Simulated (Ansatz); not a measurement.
Barrier of one jump, H in Zr

Computed with DFT PBE, scalar-relativistic, plane waves, PAW in Ansatz. Settings: 420 eV cutoff, 3×3×3 k-mesh, Gaussian smearing of 0.10 eV, no spin polarisation.

In a supercell of 18 host sites, interstitial H hops to an equivalent place, moving 2.28 Å between the relaxed ends. Climbing-image nudged elastic band at fixed cell with images 0 (start) to 4 (end), the path measured over all atoms, converged to 0.05 eV/Å; the order of the saddle wasn't checked, and the small cell leaves errors of about a tenth of an eV. Zero-point motion and tunnelling, which matter for H, are left out. At the top the atom squeezes straight between two others, where symmetry can hold a band on a ridge, so a bent path, such as one by way of a neighbouring hole, may have a much lower barrier.

Start:

```yaml
crystal:
  lattice:
    - [-4.85172, 2.80114, 5.16547]
    - [0.00000, -5.60229, 5.16547]
    - [4.85172, 2.80114, 5.16547]
  atoms:
    - { symbol: Zr, position: [0.52781, 0.52775, 0.19558] }
    - { symbol: Zr, position: [0.86109, 0.19447, 0.19557] }
    - { symbol: Zr, position: [0.19558, 0.52775, 0.52781] }
    - { symbol: Zr, position: [0.18867, 0.85534, 0.18867] }
    - { symbol: Zr, position: [0.52987, 0.19652, 0.52986] }
    - { symbol: Zr, position: [0.85892, 0.52558, 0.85892] }
    - { symbol: Zr, position: [0.86110, 0.86225, 0.52779] }
    - { symbol: Zr, position: [0.19558, 0.19447, 0.86109] }
    - { symbol: Zr, position: [0.52779, 0.86225, 0.86110] }
    - { symbol: Zr, position: [0.47589, 0.80320, 0.47591] }
    - { symbol: Zr, position: [0.80590, 0.47260, 0.47050] }
    - { symbol: Zr, position: [0.13773, 0.80443, 0.80395] }
    - { symbol: Zr, position: [0.13649, 0.14261, 0.47591] }
    - { symbol: Zr, position: [0.47049, 0.47260, 0.80590] }
    - { symbol: Zr, position: [0.80394, 0.80444, 0.13774] }
    - { symbol: Zr, position: [0.80589, 0.13719, 0.80590] }
    - { symbol: Zr, position: [0.13772, 0.47065, 0.13773] }
    - { symbol: Zr, position: [0.47590, 0.14261, 0.13649] }
    - { symbol: H, position: [0.31998, 0.98670, 0.31998] }
```

Atom 19 jumps to (1.617, 0.934, 1.929) Å.

Problem. Give the energy along the band and the structure at its top.

Solution.
```tsv
image	path (Å)	E − E(0) (eV)	H x (Å)	H y (Å)	H z (Å)	force on H (eV/Å)
0	0.00	0.000	0.000	1.867	3.237	0.01
1	0.64	0.360	0.362	1.658	2.959	1.09
2	1.29	0.917	0.808	1.399	2.583	0.00
3	1.93	0.360	1.255	1.142	2.206	1.09
4	2.57	0.000	1.617	0.934	1.929	0.01
```

Barrier 0.92 eV. Image 2:
```yaml
crystal:
  lattice:
    - [-4.85172, 2.80114, 5.16547]
    - [0.00000, -5.60229, 5.16547]
    - [4.85172, 2.80114, 5.16547]
  atoms:
    - { symbol: Zr, position: [0.53776, 0.52010, 0.19305] }
    - { symbol: Zr, position: [0.87669, 0.18547, 0.19172] }
    - { symbol: Zr, position: [0.20524, 0.52765, 0.52527] }
    - { symbol: Zr, position: [0.20870, 0.83552, 0.16889] }
    - { symbol: Zr, position: [0.53539, 0.18981, 0.52315] }
    - { symbol: Zr, position: [0.86679, 0.52069, 0.85402] }
    - { symbol: Zr, position: [0.87665, 0.85839, 0.51882] }
    - { symbol: Zr, position: [0.20524, 0.19196, 0.86097] }
    - { symbol: Zr, position: [0.53774, 0.85972, 0.85345] }
    - { symbol: Zr, position: [0.45668, 0.81452, 0.47495] }
    - { symbol: Zr, position: [0.79559, 0.47988, 0.47362] }
    - { symbol: Zr, position: [0.12809, 0.80806, 0.80568] }
    - { symbol: Zr, position: [0.12463, 0.16445, 0.49782] }
    - { symbol: Zr, position: [0.46654, 0.47931, 0.81264] }
    - { symbol: Zr, position: [0.79794, 0.81019, 0.14352] }
    - { symbol: Zr, position: [0.79557, 0.14029, 0.81324] }
    - { symbol: Zr, position: [0.12809, 0.47237, 0.14137] }
    - { symbol: Zr, position: [0.45664, 0.14162, 0.14787] }
    - { symbol: H, position: [0.16666, 0.00019, 0.33314] }
```

Cost: 1 run of about 6.6 core-minutes, on AMD EPYC 9R45 (Zen 5) (shared hosts).